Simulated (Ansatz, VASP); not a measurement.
# Two plane-wave programs on TiNi

```
CELL_PARAMETERS angstrom
2.93835 0.00000 0.00000
0.00000 2.93835 0.00000
0.00000 0.00000 2.93835
ATOMIC_POSITIONS crystal
Ti 0.50000 0.50000 0.50000
Ni 0.00000 0.00000 0.00000
```

Alike in both runs: functional LDA; k mesh 14 × 14 × 14; occupations gaussian, width 0.1 eV; no spin polarisation.

Ansatz relaxed the structure, and its values are those at the end. VASP's run is a single point on that final structure, the one shown.

|  | VASP | Ansatz |
| --- | --- | --- |
| version | VASP 6.6.1 | Ansatz 0.2.0 |
| potentials or method | VASP PAW LDA potentials, release 64 (Ti_sv, Ni) | scalar-relativistic, plane waves, PAW |
| plane-wave cutoff (eV) | 520 | 420 |
| valence electrons in the cell | 22 | 30 |

Ansatz gave:

```
gap on the k mesh at the Fermi level (eV) : none
pressure (GPa)                            : 0.0
```

Q: What did VASP give for the same quantities?

A: gap on the k mesh at the Fermi level (eV): none; pressure (GPa): -0.1.

A gap of «none» marks a metal or a gap that the smearing closes. The two sets of potentials don't hold the same shells in valence.

Spin polarisation is off, so any magnetic state and its effect on volume and gap are missing.
